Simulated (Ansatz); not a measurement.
Ta2C:

```
CELL_PARAMETERS angstrom
3.10590 0.00000 0.00000
-1.55295 2.68979 0.00000
0.00000 0.00000 4.94640
ATOMIC_POSITIONS crystal
Ta 0.66667 0.33333 0.74799
Ta 0.33333 0.66667 0.25201
C 0.00000 0.00000 0.00000
```

```yaml
Program: Ansatz 0.2.0
Task: relaxation of cell and atoms
Functional: LDA
Potentials_or_basis: Ansatz PAW
Cutoff: "420 eV (not typed: the program's choice for these potentials)"
k_mesh: 10 × 10 × 6
Occupations: fermi-dirac, width 0.05 eV
Spin: no spin polarisation
```

At the start: volume 13.77 Å³/atom.

**Question.** Where does the relaxation end?

**Answer.** It ends after 8 steps and the volume is 13.36 Å³/atom (-3.0 %); space group P-3m1 (No. 164, to 0.05 Å).

The path:
```
step  energy change (eV)  largest force (eV/Å)  volume (Å³)
   1              0.0000                0.1338        41.32
   2             -0.0312                0.1598        40.35
   3             -0.0334                0.0309        40.14
   4             -0.0338                0.0014        40.09
   5             -0.0338                0.0005        40.10
   6             -0.0324                0.0003        40.10
   7             -0.0324                0.0001        40.09
   8             -0.0324                0.0000        40.09
```

Final structure:
```
Ta C
1.0
     3.07773    0.00000    0.00000
    -1.53887    2.66539    0.00000
     0.00000    0.00000    4.88747
Ta C
2 1
Direct
  0.66667 0.33333 0.74704
  0.33333 0.66667 0.25296
  0.00000 0.00000 0.00000
```

Caveat: the plane-wave basis is chosen anew once the cell has moved, so the energies of steps on either side of that aren't comparable; the PAW data sets come from PBE, with cores solved anew for the run's functional, which leaves a small shift of forces and pressure.
